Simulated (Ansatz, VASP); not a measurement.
One calculation of Sc, two programs

```
Sc
1.0
     4.06131    0.00000    0.00000
     0.00000    4.06131    0.00000
     0.00000    0.00000    4.06131
Sc
1
Direct
  0.00000 0.00000 0.00000
```

This isn't the form of Sc at room conditions, which is hcp.

Alike in both runs: task single point; functional PBEsol; dispersion D3(BJ); k mesh 6 × 6 × 6; occupations fermi-dirac, width 0.05 eV; no spin polarisation.

|  | VASP | Ansatz |
| --- | --- | --- |
| version | VASP 6.6.1 | Ansatz 0.2.0 |
| potentials or method | VASP PAW PBE potentials, release 64 (Sc_sv) | plane waves, PAW |
| plane-wave cutoff (eV) | 520 | 460 |
| valence electrons in the cell | 11 | 11 |

|  | VASP | Ansatz | Ansatz less VASP |
| --- | --- | --- | --- |
| dispersion energy (meV/atom) | -662.2 | -662.4 | -0.22 |

Ansatz warned: «dispersion_switch_in_reach».
